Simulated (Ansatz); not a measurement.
Method: DFT PBE, scalar-relativistic, plane waves, PAW in Ansatz. Cutoff 420 eV, Γ-centred 18×18×1 mesh (3-atom cell), Gaussian smearing of 0.10 eV, no spin polarisation.

Formation energies are uncorrected and refer to the elements' standard structures at the same level.

Question: Suggest a trial structure for a two-dimensional metal with formula TaAsS, with a formation energy near −0.55 eV/atom and about 3.0 Å² per atom, in a cell of 3 atoms.

Answer: TaAsS, layer group p3m1 (No. 69). This is a two-dimensional sheet: the third axis spans vacuum and isn't periodic. Ta at height 1.58 Å has 3 S at 2.44 Å and 3 As at 2.72 Å; As at height 3.56 Å has 3 Ta at 2.72 Å; S at height 0.00 Å has 3 Ta at 2.44 Å.

```
Ta As S
1.0
     3.23614    0.00000    0.00000
    -1.61807    2.80258    0.00000
     0.00000    0.00000   30.20812
Ta As S
1 1 1
Cartesian
  0.0000 0.0000 8.8361
  1.6181 0.9342 10.8196
  0.0000 1.8684 7.2603
```

* Area per atom: 3.02 Å²
* Thickness between the outermost nuclei: 3.56 Å
* Energy over the elements: −0.55 eV/atom
* Gap on the 18×18×1 mesh of the 3-atom cell: 0 eV (a metal)

It was reached by relaxing an invented guess, and it needn't be the stable form of this composition. The answer needn't be unique; the calculation gave this one.

Spin–orbit coupling, which can matter for Ta, is left out. The reference forms of As and S are held partly by dispersion forces, which this level lacks. A structure relaxed within its symmetry needn't be a true minimum.
